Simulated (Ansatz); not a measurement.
# Li7F8: the cost of one run

Computed with Ansatz 0.2.0 (DFT PBE, scalar-relativistic, plane waves, PAW, unless a step's input says otherwise).

2 further runs of the same task are left out: 2 set aside as unsound or not needed.

## (1) Starting point

It takes space group Fm-3m (No. 225, cubic). Conventional cell: a = 8.134 Å, b = 8.134 Å, c = 8.134 Å, α = 90.00°, β = 90.00°, γ = 90.00°. Li (site symmetry mmm) is surrounded by 6 F at 2.03 Å. Li (site symmetry m-3m) is surrounded by 6 F at 2.03 Å. Around F (site symmetry 4mm) lie 5 Li at 2.03 Å. F (site symmetry -43m) has 6 Li at 2.03 Å as nearest neighbours.

The input asks for a charge of -1 e on the cell.

As a file:

```cif
data_structure
_symmetry_space_group_name_H-M 'Fm-3m'
_symmetry_Int_Tables_number 225
_cell_length_a 8.1341
_cell_length_b 8.1341
_cell_length_c 8.1341
_cell_angle_alpha 90.000
_cell_angle_beta 90.000
_cell_angle_gamma 90.000
_cell_volume 538.19
loop_
_atom_site_label
_atom_site_type_symbol
_atom_site_symmetry_multiplicity
_atom_site_Wyckoff_symbol
_atom_site_fract_x
_atom_site_fract_y
_atom_site_fract_z
_atom_site_occupancy
Li1 Li 24 d 0.50000 0.75000 0.75000 1
Li2 Li 4 b 0.00000 0.00000 0.50000 1
F1 F 24 e 0.25000 0.00000 0.50000 1
F2 F 8 c 0.25000 0.75000 0.75000 1
```

It is built from the cell relaxed beforehand with the same method (8.41 Å³/atom).

## (2) Setting up the jump

The supercell lacks one Li atom, at fractional position (0.000, 0.500, 0.500), and holds 15 atoms and a charge of -1 e on a uniform background. Atom 1 (Li), 2.88 Å away, is to jump into the empty site. The cell is fixed.

## (3) Relaxing around the vacancy

The input, input.yaml:

```yaml
crystal:
  lattice:
    - [4.0670678689, 0.0, 4.0670678689]
    - [0.0, -4.0670678689, 4.0670678689]
    - [4.0670678689, -4.0670678689, 0.0]
  atoms:
    - { symbol: Li, position: [0.0, 0.0, 0.5] }
    - { symbol: Li, position: [0.5, 0.5, 0.5] }
    - { symbol: Li, position: [0.5, 0.0, 0.5] }
    - { symbol: Li, position: [0.0, 0.5, 1.0] }
    - { symbol: Li, position: [0.0, 0.0, 1.0] }
    - { symbol: Li, position: [0.5, 0.5, 1.0] }
    - { symbol: Li, position: [0.5, 0.0, 1.0] }
    - { symbol: F, position: [0.75, 0.75, 0.25] }
    - { symbol: F, position: [0.75, 0.25, 0.25] }
    - { symbol: F, position: [0.25, 0.75, 0.25] }
    - { symbol: F, position: [0.25, 0.25, 0.25] }
    - { symbol: F, position: [0.75, 0.75, 0.75] }
    - { symbol: F, position: [0.75, 0.25, 0.75] }
    - { symbol: F, position: [0.25, 0.75, 0.75] }
    - { symbol: F, position: [0.25, 0.25, 0.75] }
total_charge: -1
basis:
  ecutwfc: 420
kpoints:
  mp_grid: { grid: [4, 4, 4] }
hamiltonian:
  xc: pbe
scf:
  occupations: { method: gaussian, width: 0.05 }
output:
  forces: true
  stress: true
  eigenvalues: true
  write_density: true
  write_potential: true
  elf: true
  volumetric_format: npy
relax:
  adjacent_minimum: "off"
  f_tol: 0.02
  max_steps: 50
```

Run with:

```console
> ansatz run input.yaml --threads 4 --pin off --max-ram 9216MiB --backend cpu --events-out ev --progress --plain --runs-dir out
```

Q: Estimate wall time and peak memory on 4 threads of an x86-64 CPU, shared host.

About 3.4 s, with a peak of 0.63 GiB.
